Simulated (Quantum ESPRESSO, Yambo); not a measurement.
# GaAs (F-43m): G0W0 in Yambo against the bands, part 2 of 2

Wanted: the cheapest bands that holds the gap of GaAs (F-43m).

Yambo 5.3.0; PBE and many-body steps on it, plane waves. Known limits of the many-body steps: not at the basis limit; no spin-orbit coupling; coarse k mesh.

So far. Step 4 (124 bands): Against the run before, the gap moves by −0.033 eV.

## Step 5: 210 bands

Level of this step: G0W0 on PBE, plane waves, norm-conserving pseudopotentials (Yambo).

Input file gw4.in:

```
HF_and_locXC
gw0
dyson
ppa
em1d
rim_cut
RandQpts= 1000000
RandGvec= 1 RL
EXXRLvcs= 104 Ry
VXCRLvcs= 416 Ry
Chimod= "HARTREE"
% BndsRnXp
 1 | 210 |
%
NGsBlkXp= 15.5 Ry
% LongDrXp
 1 | 1 | 1 |
%
% GbndRnge
 1 | 210 |
%
DysSolver= "n"
ExtendOut
PPAPntXp= 27.21138 eV
% QPkrange
 1 | 1 | 21 | 24 |
%
```

Launch:

```
$ OMP_NUM_THREADS=1 mpirun -n 4 yambo -F gw4.in -J gw4 -C gw4 > gw4.log
```

What it wrote:

```text
 Yambo, version 5.3.0

 [02] CORE Variables Setup
 =========================

  [... cell, symmetries and grids as in the set-up ...]

  [02.05] Energies & Occupations
  ==============================

  [X] === General ===
  [X] Electronic Temperature                        :  0.000000  0.000000 [eV K]
  [X] Bosonic    Temperature                        :  0.000000  0.000000 [eV K]
  [X] Finite Temperature mode                       : no
  [X] El. density                                   :  0.97390E+24 [cm-3]
[...]
Sx RL components                                 :   5601

   QP @ state[ 1 ] K range                          :  1  1
   QP @ state[ 1 ] b range                          :  21  24
   GF energies kind                                 : Perdew, Burke & Ernzerhof(X)+Perdew, Burke & Ernzerhof(C)
   GF WF`s kind                                     : Perdew, Burke & Ernzerhof(X)+Perdew, Burke & Ernzerhof(C)
   Xs energies kind                                 : Perdew, Burke & Ernzerhof(X)+Perdew, Burke & Ernzerhof(C)
   Xs WF`s kind                                     : Perdew, Burke & Ernzerhof(X)+Perdew, Burke & Ernzerhof(C)

 [11] Game Over & Game summary
```

It took 4.6 min on 4 MPI ranks of Arm Neoverse V2, shared host; peak memory 2.1 GiB; 18 min of CPU time.

Numbers from this step:

- G0W0 gap on the points computed: 1.141 eV
- starting gap on the mesh: 0.5181 eV
- k of the valence top: 0, 0, 0
- k of the conduction bottom: 0, 0, 0
- least direct G0W0 gap on the computed points: 1.141 eV

Against the run before, the gap moves by −0.035 eV.

## Step 6: 312 bands

Input file gw5.in:

```
HF_and_locXC
gw0
dyson
ppa
em1d
rim_cut
RandQpts= 1000000
RandGvec= 1 RL
EXXRLvcs= 104 Ry
VXCRLvcs= 416 Ry
Chimod= "HARTREE"
% BndsRnXp
 1 | 312 |
%
NGsBlkXp= 15.5 Ry
% LongDrXp
 1 | 1 | 1 |
%
% GbndRnge
 1 | 312 |
%
DysSolver= "n"
ExtendOut
PPAPntXp= 27.21138 eV
% QPkrange
 1 | 1 | 21 | 24 |
%
```

Launch:

```
$ OMP_NUM_THREADS=1 mpirun -n 4 yambo -F gw5.in -J gw5 -C gw5 > gw5.log
```

What it wrote:

```text
 Yambo, version 5.3.0

 [02] CORE Variables Setup
 =========================

  [... cell, symmetries and grids as in the set-up ...]

  [02.05] Energies & Occupations
  ==============================

  [X] === General ===
  [X] Electronic Temperature                        :  0.000000  0.000000 [eV K]
  [X] Bosonic    Temperature                        :  0.000000  0.000000 [eV K]
  [X] Finite Temperature mode                       : no
  [X] El. density                                   :  0.97390E+24 [cm-3]
[...]
Sx RL components                                 :   5601

   QP @ state[ 1 ] K range                          :  1  1
   QP @ state[ 1 ] b range                          :  21  24
   GF energies kind                                 : Perdew, Burke & Ernzerhof(X)+Perdew, Burke & Ernzerhof(C)
   GF WF`s kind                                     : Perdew, Burke & Ernzerhof(X)+Perdew, Burke & Ernzerhof(C)
   Xs energies kind                                 : Perdew, Burke & Ernzerhof(X)+Perdew, Burke & Ernzerhof(C)
   Xs WF`s kind                                     : Perdew, Burke & Ernzerhof(X)+Perdew, Burke & Ernzerhof(C)

 [11] Game Over & Game summary
```

It took 6.9 min on 4 MPI ranks; peak memory 2.6 GiB.

This step gave:

```
G0W0 gap on the points computed              : 1.124 eV
starting gap on the mesh                     : 0.5181 eV
k of the valence top                         : 0, 0, 0
k of the conduction bottom                   : 0, 0, 0
least direct G0W0 gap on the computed points : 1.124 eV
```

Against the run before, the gap moves by −0.018 eV.

## Step 7: 427 bands

Input file gw6.in:

```
HF_and_locXC
gw0
dyson
ppa
em1d
rim_cut
RandQpts= 1000000
RandGvec= 1 RL
EXXRLvcs= 104 Ry
VXCRLvcs= 416 Ry
Chimod= "HARTREE"
% BndsRnXp
 1 | 427 |
%
NGsBlkXp= 15.5 Ry
% LongDrXp
 1 | 1 | 1 |
%
% GbndRnge
 1 | 427 |
%
DysSolver= "n"
ExtendOut
PPAPntXp= 27.21138 eV
% QPkrange
 1 | 1 | 21 | 24 |
%
```

Launch:

```
$ OMP_NUM_THREADS=1 mpirun -n 4 yambo -F gw6.in -J gw6 -C gw6 > gw6.log
```

What it wrote:

```text
 Yambo, version 5.3.0

 [02] CORE Variables Setup
 =========================

  [... cell, symmetries and grids as in the set-up ...]

  [02.05] Energies & Occupations
  ==============================

  [X] === General ===
  [X] Electronic Temperature                        :  0.000000  0.000000 [eV K]
  [X] Bosonic    Temperature                        :  0.000000  0.000000 [eV K]
  [X] Finite Temperature mode                       : no
  [X] El. density                                   :  0.97390E+24 [cm-3]
[...]
Sx RL components                                 :   5601

   QP @ state[ 1 ] K range                          :  1  1
   QP @ state[ 1 ] b range                          :  21  24
   GF energies kind                                 : Perdew, Burke & Ernzerhof(X)+Perdew, Burke & Ernzerhof(C)
   GF WF`s kind                                     : Perdew, Burke & Ernzerhof(X)+Perdew, Burke & Ernzerhof(C)
   Xs energies kind                                 : Perdew, Burke & Ernzerhof(X)+Perdew, Burke & Ernzerhof(C)
   Xs WF`s kind                                     : Perdew, Burke & Ernzerhof(X)+Perdew, Burke & Ernzerhof(C)

 [11] Game Over & Game summary
```

It took 9.7 min on 4 MPI ranks; peak memory 3.3 GiB; 39 min of CPU time.

Numbers from this step:

```
G0W0 gap on the points computed              : 1.112 eV
starting gap on the mesh                     : 0.5181 eV
k of the valence top                         : 0, 0, 0
k of the conduction bottom                   : 0, 0, 0
least direct G0W0 gap on the computed points : 1.112 eV
```

Against the run before, the gap moves by −0.012 eV.

## Step 8: Side by side

Times are wall times on 4 MPI ranks of Arm Neoverse V2, shared host, good to a factor of about two.

```tsv
run	mesh	bands	screening cutoff (eV)	DFT gap (eV)	gap on the mesh (eV)	direct (eV)	time
45 bands	4×4×4	45	210.9	0.518	1.231	1.231	47 s
72 bands	4×4×4	72	210.9	0.518	1.209	1.209	85 s
124 bands	4×4×4	124	210.9	0.518	1.176	1.176	2.6 min
210 bands	4×4×4	210	210.9	0.518	1.141	1.141	4.6 min
312 bands	4×4×4	312	210.9	0.518	1.124	1.124	6.9 min
427 bands	4×4×4	427	210.9	0.518	1.112	1.112	9.7 min
```

## Step 9: Outcome

```
45 bands     : 1.231 eV
72 bands     : 1.209 eV
124 bands    : 1.176 eV
210 bands    : 1.141 eV
312 bands    : 1.124 eV
427 bands    : 1.112 eV
known limits : not at the basis limit; no spin-orbit coupling; coarse k mesh
```

The setting moved: bands. From 45 bands to 427 bands the gap moves by −0.12 eV, for 12 times the time. The last step still moves it by −0.012 eV. Bands and screening cutoff are coupled, so a series along one setting does not show full convergence. Bands and cutoff are finite, so the gap is not at the basis limit. The miss can reach some tenths of an eV and take either sign; the mesh is an error of its own. In the G0W0 runs levels were corrected at 1 k point alone, so a gap called «on the mesh» is the least over those, and an edge elsewhere would be missed. The 4×4×4 mesh is coarse for this cell, which bears on the long-range parts of exchange and screening. The many-body steps are scalar-relativistic: spin-orbit coupling is not in them.

[Paths, hosts, dates, memory and timing lines, banners, echoed tables and standing remarks are left out of the program output.]

[Logs are printed without paths, hosts, clocks, repeated set-up lines and the standing remarks that a program may print on its own settings, such as how far it seeks lower states.]

[Runs of the session that timed out or met a known fault of the program may be left out.]

[Hosts, paths, dates, database ids (printed as entryN), source tags and the programs' standing remarks are cut or masked in the printed files.]
